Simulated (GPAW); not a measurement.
Crystal: Ru.

```
Ru
1.0
     2.70580    0.00000    0.00000
    -1.35290    2.34329    0.00000
     0.00000    0.00000    4.28190
Ru
2
Direct
  0.66667 0.33333 0.75000
  0.33333 0.66667 0.25000
```

Program: GPAW 26.7.0. Alike in all runs: cell as given; cutoff (eV) 600.

Problem. Order these runs on this cell by their pressure, lowest first.
A. level PBEint; potentials or basis PAW data sets generated in the run's folder for this functional, pw; spin SOC, no magnetisation; k mesh 8 × 8 × 5; smearing fermi-dirac 0.05 eV; band path GMKGALHA,LM,KH; band points 60; spin axis theta (degrees) 54.7; spin axis phi (degrees) 45
B. level TASK; potentials or basis GPAW PAW data sets (gpaw-data 1.2.1), pw; spin SOC, no magnetisation; k mesh 8 × 8 × 5; smearing fermi-dirac 0.05 eV; band path GMKGALHA,LM,KH; band points 80; spin axis theta (degrees) 54.7; spin axis phi (degrees) 45
C. level BLYP; potentials or basis PAW data sets generated in the run's folder for this functional, pw; spin SOC, no magnetisation; k mesh 8 × 8 × 5; smearing fermi-dirac 0.05 eV; band path GMKGALHA,LM,KH; band points 80; spin axis theta (degrees) 90; spin axis phi (degrees) 0; eigensolver davidson
D. level PBE; potentials or basis GPAW PAW data sets (gpaw-data 1.2.1), pw; spin off; k mesh 11 × 11 × 6; smearing gaussian 0.014 eV
E. level rSCAN; potentials or basis GPAW PAW data sets (gpaw-data 1.2.1), pw; spin SOC, no magnetisation; k mesh 8 × 8 × 5; smearing fermi-dirac 0.05 eV; band path GMKGALHA,LM,KH; band points 100; spin axis theta (degrees) 90; spin axis phi (degrees) 0

Solution. A (-5.3 GPa), E (-2.8 GPa), B (-0.6 GPa), D (3.6 GPa), C (16.3 GPa).

Caveats: spin-orbit coupling was added after a scalar SCF, so levels and gaps hold it while energy, forces, pressure and moments don't (some runs); the PAW data sets were made with another functional, which shifts forces and pressure a little (some runs); so large a pressure means that the cell lies far from this level's equilibrium, or that cutoff or potentials fall short (some runs).

Not every run made on this cell is shown here.
